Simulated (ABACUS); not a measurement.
# Ta (P-1) in ABACUS: notebook, part 2 of 3

ABACUS 3.10.1.

## Step 3: Relaxation of cell and atoms, BLYP+D2

Contents of run_abacus.py:

```python
"""Relaxation by an ASE optimiser with ABACUS as a small file-based calculator."""
import re
import subprocess
import numpy as np
from ase.calculators.calculator import Calculator, all_changes
from ase.filters import FrechetCellFilter
from ase.io import read
from ase.optimize import BFGS
from ase.stress import full_3x3_to_voigt_6_stress
from ase.units import Bohr, GPa

atoms = read("POSCAR")
atoms = atoms[(-atoms.numbers).argsort(kind="stable")]  # ABACUS lists atoms element by element
pseudo = {'Ta': 'Ta.upf'}
orbital = {'Ta': 'Ta_confined-atom_7au_3s2p2d1f.orb'}
magmoms = None
kmesh = [8, 8, 8]
params = {
    'suffix': 'Ta',
    'calculation': 'scf',
    'basis_type': 'lcao',
    'pseudo_dir': './',
    'orbital_dir': './',
    'symmetry': 1,
    'dft_functional': 'GGA_X_B88+GGA_C_LYP',
    'ecutwfc': 100,
    'pseudo_rcut': 7,
    'nspin': 1,
    'nbands': 11,
    'ks_solver': 'genelpa',
    'smearing_method': 'fd',
    'smearing_sigma': 0.00367493,
    'scf_thr': 1e-07,
    'scf_nmax': 100,
    'mixing_type': 'broyden',
    'mixing_beta': 0.7,
    'cal_force': 1,
    'cal_stress': 1,
    'vdw_method': 'd2',
    'vdw_s6': 1.2,
    'out_mul': 1,
}

def write_input(atoms):
    symbols = atoms.get_chemical_symbols()
    elements = list(dict.fromkeys(symbols))
    lines = ["ATOMIC_SPECIES"] + [f"{e} {atoms.get_masses()[symbols.index(e)]:.4f} {pseudo[e]}" for e in elements]
    if orbital:
        lines += ["", "NUMERICAL_ORBITAL"] + [orbital[e] for e in elements]
    lines += ["", "LATTICE_CONSTANT", f"{1 / Bohr:.10f}", "", "LATTICE_VECTORS"]
    lines += [" ".join(f"{x:.10f}" for x in v) for v in atoms.cell]
    lines += ["", "ATOMIC_POSITIONS", "Direct"]
    for e in elements:
        lines += ["", e, "0.0", str(symbols.count(e))]
        for i, p in enumerate(atoms.get_scaled_positions(wrap=False)):
            if symbols[i] == e:
                mag = "" if magmoms is None else " mag " + " ".join(str(x) for x in (magmoms[i] if isinstance(magmoms[i], list) else [magmoms[i]]))
                lines.append(" ".join(f"{x:.10f}" for x in p) + " 1 1 1" + mag)
    open("STRU", "w").write("\n".join(lines) + "\n")
    open("KPT", "w").write("K_POINTS\n0\nGamma\n%d %d %d 0 0 0\n" % tuple(kmesh))
    open("INPUT", "w").write("INPUT_PARAMETERS\n" + "".join(f"{k:<20s}{v}\n" for k, v in params.items()))

class Abacus(Calculator):
    implemented_properties = ["energy", "free_energy", "forces", "stress"]

    def calculate(self, atoms=None, properties=("energy",), system_changes=all_changes):
        super().calculate(atoms, properties, system_changes)
        write_input(self.atoms)
        subprocess.run(['mpirun', '-np', '4', 'abacus'], check=True)
        log = open("OUT.Ta/running_scf.log").read()
        if "charge density convergence is achieved" not in log:
            raise RuntimeError("SCF not converged")
        rows = lambda title, n: np.array([l.split()[-3:] for l in log.split(title)[-1].split("\n")[2:2 + n]], float)
        energy = float(re.findall(r"FINAL_ETOT_IS (\S+)", log)[-1])
        stress = -rows("TOTAL-STRESS", 3) / 10 * GPa  # ABACUS prints kbar, compression positive
        self.results = dict(energy=energy, free_energy=energy, forces=rows("TOTAL-FORCE", len(self.atoms)), stress=full_3x3_to_voigt_6_stress(stress))

atoms.calc = Abacus()
opt = BFGS(FrechetCellFilter(atoms), logfile="opt.log", trajectory="relax.traj")
print("optimiser converged:", opt.run(fmax=0.01, steps=60))
```

Contents of POSCAR:

```
Ta
1.0
   -1.7138403400      1.6638007000      1.6059510000
    1.6932035700     -1.6823021200      1.6038156500
    1.6862236500      1.6546854300     -1.6244524300
Ta
1
Direct
    0.0000000000      0.0000000000      0.0000000000
```

Potentials or basis: PseudoDojo NC SR 0.4.1 PBE standard, DZP LCAO (the cutoffs set its grid).

Command:

```console
$ OMP_NUM_THREADS=1 python run_abacus.py > log
```

running log:

```text
ABACUS v3.10.1

               Atomic-orbital Based Ab-initio Computation at UStc

 ------------------------------------------------------------------------------------

 READING GENERAL INFORMATION
                           global_out_dir = OUT.Ta/
                           global_in_card = INPUT
                               pseudo_dir = ./
                              orbital_dir = ./
                                    DSIZE = 4
                                    GSIZE = 1

 READING UNITCELL INFORMATION
                                    ntype = 1
                  lattice constant (Bohr) = 1.88973
              lattice constant (Angstrom) = 1

 READING ATOM TYPE 1
                               atom label = Ta
                      L=0, number of zeta = 3
                      L=1, number of zeta = 2
                      L=2, number of zeta = 2
                      L=3, number of zeta = 1
             number of atom for this type = 1

                        TOTAL ATOM NUMBER = 1
DIRECT COORDINATES
    atom                   x                   y                   z     mag                  vx                  vy                  vz
taud_Ta1            0.0000000000        0.0000000000        0.0000000000  0.0000        0.0000000000        0.0000000000        0.0000000000

                          Volume (Bohr^3) = 118.392
                             Volume (A^3) = 17.5438

[... 327 lines left out ...]

 charge density convergence is achieved
 final etot is -1769.2816504 eV
 EFERMI = 19.498248776 eV

 STATE ENERGY(eV) AND OCCUPATIONS    NSPIN == 1
 1/260 kpoint (Cartesian) = 0.0000 0.0000 0.0000 (499 pws)
       1       -47.5753     0.00390625
       2       -13.4633     0.00390625
       3       -13.4625     0.00390625
       4       -13.4598     0.00390625
       5        11.6740     0.00390625
       6        20.1379    1.08541e-08
       7        20.2219    2.02508e-09
       8        20.2229    1.98549e-09
       9        23.5275    3.92375e-38
      10        23.6409    4.06911e-39
      11        34.4042        0.00000
[... 53 lines left out ...]
 6/260 kpoint (Cartesian) = 0.038090 -1.5207e-05 0.038331 (510 pws)
       1       -47.5565     0.00781250
       2       -13.6644     0.00781250
       3       -13.5250     0.00781250
       4       -13.4621     0.00781250
       5        12.3720     0.00781250
       6        19.7437    5.72216e-05
       7        20.0431    1.44731e-07
       8        20.8795    7.85182e-15
       9        23.0750    6.68470e-34
      10        23.6092    1.53193e-38
      11        35.0587        0.00000

[... levels at 254 further k points ...]

 correction force for each atom along direction 1 is -2.96989e-14
 correction force for each atom along direction 2 is -4.75948e-14
 correction force for each atom along direction 3 is -7.04921e-15
------------------------------------------------------------------------------------------
 TOTAL-FORCE (eV/Angstrom)
------------------------------------------------------------------------------------------
                       Ta1         0.0000000000         0.0000000000         0.0000000000
------------------------------------------------------------------------------------------

----------------------------------------------------------------
 TOTAL-STRESS (KBAR)
----------------------------------------------------------------
        -0.3539702457         0.1779171994        -0.2778572299
         0.1779171994        -0.3544841904        -0.3759272628
        -0.2778572299        -0.3759272628         0.1046766636
----------------------------------------------------------------
 TOTAL-PRESSURE: -0.201259 KBAR

 --------------------------------------------
 !FINAL_ETOT_IS -1769.2816504332256500 eV
 --------------------------------------------
```

INPUT:

```text
INPUT_PARAMETERS
suffix              Ta
calculation         scf
basis_type          lcao
pseudo_dir          ./
orbital_dir         ./
symmetry            1
dft_functional      GGA_X_B88+GGA_C_LYP
ecutwfc             100
pseudo_rcut         7
nspin               1
nbands              11
ks_solver           genelpa
smearing_method     fd
smearing_sigma      0.00367493
scf_thr             1e-07
scf_nmax            100
mixing_type         broyden
mixing_beta         0.7
cal_force           1
cal_stress          1
vdw_method          d2
vdw_s6              1.2
out_mul             1
```

It took 38 s on 4 MPI ranks of Intel Xeon 6975P-C (Granite Rapids), shared host; peak memory 0.4 GiB.

What came out:

```yaml
Free_energy: -1769.2817 eV
Relaxed_volume: 17.54 Å³/atom
Relaxed_cell: a = 2.835 Å, b = 2.835 Å, c = 2.834 Å, α = 109.28°, β = 109.28°, γ = 109.81°
Space_group_after_relaxing_to_0.05_Å: Im-3m (No. 229)
Energy_gained_by_relaxing: 10.3 meV/atom
Ionic_steps: 10
Pressure_after_relaxing: 0.0 GPa
Band_gap_on_the_k_mesh: none (metal or under the smearing width)
Dispersion_energy_per_atom: -2.250 eV
```

The path:
| step | energy change (eV) | largest force (eV/Å) | pressure (GPa) | volume (Å³) |
| --- | --- | --- | --- | --- |
| 1 | 0.0000 | 0.0000 | -3.27 | 18.00 |
| 2 | -0.0052 | 0.0000 | -1.27 | 17.71 |
| 3 | -0.0078 | 0.0000 | 0.60 | 17.47 |
| 4 | -0.0088 | 0.0000 | 0.88 | 17.43 |
| 5 | -0.0100 | 0.0000 | 0.62 | 17.46 |
| 6 | -0.0102 | 0.0000 | 0.16 | 17.52 |
| 7 | -0.0103 | 0.0000 | -0.05 | 17.55 |
| 8 | -0.0103 | 0.0000 | -0.10 | 17.55 |
| 9 | -0.0103 | 0.0000 | -0.08 | 17.55 |
| 10 | -0.0103 | 0.0000 | -0.02 | 17.54 |

Final structure:
```
CELL_PARAMETERS angstrom
-1.63984 1.64112 1.63018
1.64088 -1.63986 1.62987
1.63975 1.63963 -1.62880
ATOMIC_POSITIONS crystal
Ta 0.00000 0.00000 0.00000
```

Caveat: the atomic orbitals were generated for these runs and aren't a published set; the potentials were made for another functional, which shifts forces and pressure; the basis of atomic orbitals isn't converged, which shifts pressures, moduli and gaps; pairwise dispersion overbinds metals, which lowers pressure and volume. Spin-orbit coupling is left out, which matters for the levels of Ta.

## Step 4: Relaxation of cell and atoms, BLYP+D3

Changes to run_abacus.py since step 3:

```diff
@@ -38,4 +38,3 @@
     'cal_stress': 1,
-    'vdw_method': 'd2',
-    'vdw_s6': 1.2,
+    'vdw_method': 'd3_0',
     'out_mul': 1,
```

POSCAR is that of step 3.

Potentials or basis: PseudoDojo NC SR 0.4.1 PBE standard, DZP LCAO (the cutoffs set its grid).

Command:

```console
$ OMP_NUM_THREADS=1 python run_abacus.py > log
```

running log:

```text
ABACUS v3.10.1

               Atomic-orbital Based Ab-initio Computation at UStc

 ------------------------------------------------------------------------------------

 READING GENERAL INFORMATION
                           global_out_dir = OUT.Ta/
                           global_in_card = INPUT
                               pseudo_dir = ./
                              orbital_dir = ./
                                    DSIZE = 4
                                    GSIZE = 1

 READING UNITCELL INFORMATION
                                    ntype = 1
                  lattice constant (Bohr) = 1.88973
              lattice constant (Angstrom) = 1

 READING ATOM TYPE 1
                               atom label = Ta
                      L=0, number of zeta = 3
                      L=1, number of zeta = 2
                      L=2, number of zeta = 2
                      L=3, number of zeta = 1
             number of atom for this type = 1

                        TOTAL ATOM NUMBER = 1
DIRECT COORDINATES
    atom                   x                   y                   z     mag                  vx                  vy                  vz
taud_Ta1            0.0000000000        0.0000000000        0.0000000000  0.0000        0.0000000000        0.0000000000        0.0000000000

                          Volume (Bohr^3) = 117.736
                             Volume (A^3) = 17.4467

 Lattice vectors: (Cartesian coordinate: in unit of a_0)
             -1.63372            +1.63398            +1.63402
               +1.634             -1.6337            +1.63387
             +1.63377            +1.63359            -1.63383
 Reciprocal vectors: (Cartesian coordinate: in unit of 2 pi/a_0)
         +5.82533e-06            +0.30602           +0.305981
            +0.306015        -2.28099e-05           +0.305981
             +0.30603           +0.306034        -5.21998e-05
 The esolver type has been set to : ksdft_lcao

                PAO radial cut off (Bohr) = 7

 Read in pseudopotential file is Ta.upf
                     pseudopotential type = NC
          exchange-correlation functional = PBE
                 nonlocal core correction = 1
                        valence electrons = 13
                                     lmax = 3
                           number of zeta = 4
                     number of projectors = 8
                           L of projector = 0
                           L of projector = 0
                           L of projector = 1
                           L of projector = 1
                           L of projector = 2
                           L of projector = 2
                           L of projector = 3
                           L of projector = 3
 XC functional updated to : GGA_X_B88+GGA_C_LYP
          exchange-correlation functional = GGA_X_B88+GGA_C_LYP
     initial pseudo atomic orbital number = 10

 SETUP THE ELECTRONS NUMBER
            electron number of element Ta = 13
      total electron number of element Ta = 13
            AUTOSET number of electrons:  = 13
                           occupied bands = 7
                                   NLOCAL = 26
                                   NBANDS = 11
                                   NBANDS = 11
                                   NLOCAL = 26

%%%%%%%%%%%%%%%%%%%%%%%%%%%%%%%%%%%%%%%%%%%%%%%%%%%%%%%%%%%%%%%%%%%%%%%%%%%%%%%%%%%%%%%%%%%%%%%%%%%%%%%%%%
 Warning: the number of valence electrons in pseudopotential > 5 for Ta: [Xe] 4f14 5d3 6s2
 Pseudopotentials with additional electrons can yield (more) accurate outcomes, but may be less efficient.
 If you're confident that your chosen pseudopotential is appropriate, you can safely ignore this warning.
%%%%%%%%%%%%%%%%%%%%%%%%%%%%%%%%%%%%%%%%%%%%%%%%%%%%%%%%%%%%%%%%%%%%%%%%%%%%%%%%%%%%%%%%%%%%%%%%%%%%%%%%%%

[... 165 lines left out ...]
DFT-D3 Dispersion correction parameters autoset
----------------------------------
 Parameters  Original   Autoset
----------------------------------
         s6    default     1.0000
         s8    default     1.6820
         a1    default     1.0940
         a2    default     1.0000
----------------------------------
XC functional: GGA_X_B88+GGA_C_LYP

 SETUP SEARCHING RADIUS FOR PROGRAM TO SEARCH ADJACENT ATOMS
                  longest orb rcut (Bohr) = 7
   longest nonlocal projector rcut (Bohr) = 2.3
                     search radius (Bohr) = 18.6
              searching radius is (Bohr)) = 18.6
         searching radius unit is (Bohr)) = 1.89
                         PeriodicBoundary = 1
                        Radius(unit:lat0) = 9.84
                                   glayer = [ 6, 6, 6 ]
                             glayer_minus = [ 5, 5, 5 ]

Find the coordinate range of the input atom(unit:lat0).
                                  min_tau = [ -24.5, -24.5, -24.5 ]
                                  max_tau = [ 24.5, 24.5, 24.5 ]
                                BoxNumber = [ 11, 11, 11 ]

 SETUP EXTENDED REAL SPACE GRID FOR GRID INTEGRATION
                          real space grid = [ 36, 36, 36 ]
                 big cell numbers in grid = [ 12, 12, 12 ]
             meshcell numbers in big cell = [ 3, 3, 3 ]
                        extended fft grid = [ 20, 20, 20 ]
                dimension of extened grid = [ 53, 53, 53 ]
                            UnitCellTotal = 125
              Atom number in sub-FFT-grid = 1
    Local orbitals number in sub-FFT-grid = 26
                                ParaV.nnr = 25181
                                 init_chg = atomic

 LCAO ALGORITHM --------------- ION=   1  ELEC=   1--------------------------------

 Density error is 0.0384741196578
----------------------------------------------------------
     Energy           Rydberg                 eV
----------------------------------------------------------
 E_KohnSham     -129.9636698412      -1768.2464428314
 E_Harris       -130.6555587813      -1777.6600747993
 E_Fermi        1.4630988579         19.9064812048
----------------------------------------------------------
[... 58 lines left out ...]
 Density error is 1.85815600883e-08
----------------------------------------------------------
     Energy           Rydberg                 eV
----------------------------------------------------------
 E_KohnSham     -129.9659417893      -1768.2773542707
 E_KS(sigma->0) -129.9656707484      -1768.2736665697
 E_Harris       -129.9659419572      -1768.2773565553
 E_band         -6.6373563595        -90.3058661453
 E_one_elec     -15.3170466972       -208.3991116143
 E_Hartree      14.3856431432        195.7267161423
 E_xc           -29.3439561568       -399.2450055947
 E_Ewald        -99.5978239819       -1355.0979145551
 E_entropy(-TS) -0.0005420819        -0.0073754020
 E_descf        0.0000000000         0.0000000000
 E_vdwD3        -0.0922160147        -1.2546632468
 E_exx          0.0000000000         0.0000000000
 E_Fermi        1.4415399352         19.6131570138
----------------------------------------------------------

 charge density convergence is achieved
 final etot is -1768.2773543 eV
 EFERMI = 19.613157014 eV

 STATE ENERGY(eV) AND OCCUPATIONS    NSPIN == 1
 1/260 kpoint (Cartesian) = 0.0000 0.0000 0.0000 (480 pws)
       1       -47.4442     0.00390625
       2       -13.3228     0.00390625
       3       -13.3226     0.00390625
       4       -13.3223     0.00390625
       5        11.7745     0.00390625
       6        20.3114    3.36586e-09
       7        20.3131    3.25387e-09
       8        20.3147    3.15005e-09
       9        23.7249    7.54994e-39
      10        23.7265    7.31074e-39
      11        34.5840        0.00000
[... 53 lines left out ...]
 6/260 kpoint (Cartesian) = 0.038252 -2.8512e-06 0.038248 (488 pws)
       1       -47.4249     0.00781250
       2       -13.5286     0.00781250
       3       -13.3861     0.00781250
       4       -13.3236     0.00781250
       5        12.4758     0.00781250
       6        19.8817    3.61933e-05
       7        20.1401    2.06924e-07
       8        21.0115    5.58746e-15
       9        23.1819    7.86131e-34
      10        23.7714    5.95680e-39
      11        35.1823        0.00000

[... levels at 254 further k points ...]

 correction force for each atom along direction 1 is 2.71714e-14
 correction force for each atom along direction 2 is -1.30698e-14
 correction force for each atom along direction 3 is 1.70188e-14
------------------------------------------------------------------------------------------
 TOTAL-FORCE (eV/Angstrom)
------------------------------------------------------------------------------------------
                       Ta1         0.0000000000         0.0000000000         0.0000000000
------------------------------------------------------------------------------------------

----------------------------------------------------------------
 TOTAL-STRESS (KBAR)
----------------------------------------------------------------
        -0.2429054085         0.0249094861        -0.1226978402
         0.0249094861        -0.1828248540        -0.1825969099
        -0.1226978402        -0.1825969099        -0.2812303616
----------------------------------------------------------------
 TOTAL-PRESSURE: -0.235654 KBAR

 --------------------------------------------
 !FINAL_ETOT_IS -1768.2773542707377601 eV
 --------------------------------------------
```

Wall time 30 s (4 MPI ranks of Intel Xeon 6975P-C (Granite Rapids), shared host); peak memory 0.44 GiB.

What came out:

```
Free energy                            : -1768.2774 eV
Relaxed volume                         : 17.45 Å³/atom
Relaxed cell                           : a = 2.830 Å, b = 2.830 Å, c = 2.830 Å, α = 109.47°, β = 109.47°, γ = 109.47°
Space group after relaxing (to 0.05 Å) : Im-3m (No. 229)
Energy gained by relaxing              : 25.6 meV/atom
Ionic steps                            : 8
Pressure after relaxing                : 0.0 GPa
Band gap on the k mesh                 : none (metal or under the smearing width)
Dispersion energy per atom             : -1.255 eV
```

The path:
```csv
step,energy change (eV),largest force (eV/Å),pressure (GPa),volume (Å³)
1,0.0000,0.0000,-6.31,18.00
2,-0.0173,0.0000,0.02,17.46
3,-0.0226,0.0000,1.32,17.35
4,-0.0253,0.0000,0.74,17.39
5,-0.0255,0.0000,0.09,17.44
6,-0.0256,0.0000,-0.08,17.45
7,-0.0256,0.0000,-0.08,17.45
8,-0.0256,0.0000,-0.02,17.45
```

Final structure:
```
CELL_PARAMETERS angstrom
-1.63372 1.63398 1.63403
1.63400 -1.63370 1.63387
1.63377 1.63359 -1.63383
ATOMIC_POSITIONS crystal
Ta 0.00000 0.00000 0.00000
```

Levels at points of the mesh, in eV from the Fermi level:
```
           k point  band 5  band 6  band 7  band 8  band 9  band 10
(0.00, 0.00, 0.00)   -7.84    0.70    0.70    0.70    4.11     4.11
(0.50, 0.00, 0.00)   -4.43   -1.63    2.03    3.99    5.05     8.01
(0.00, 0.50, 0.00)   -4.43   -1.63    2.03    3.99    5.05     8.01
(0.50, 0.50, 0.00)   -4.43   -1.63    2.03    3.99    5.05     8.01
(0.00, 0.00, 0.50)   -4.43   -1.63    2.03    3.99    5.05     8.01
(0.50, 0.00, 0.50)   -4.43   -1.63    2.03    3.99    5.05     8.01
(0.00, 0.50, 0.50)   -4.43   -1.63    2.03    3.99    5.05     8.02
(0.50, 0.50, 0.50)   -3.90   -3.90    7.01    7.01    7.01     9.13
```

Caveat: the atomic orbitals were generated for these runs and aren't a published set; the potentials were made for another functional, which shifts forces and pressure; the basis of atomic orbitals isn't converged, which shifts pressures, moduli and gaps; pairwise dispersion overbinds metals, which lowers pressure and volume. The run has no spin-orbit coupling, so splittings on Ta are missing.

[end of part 2 of 3]
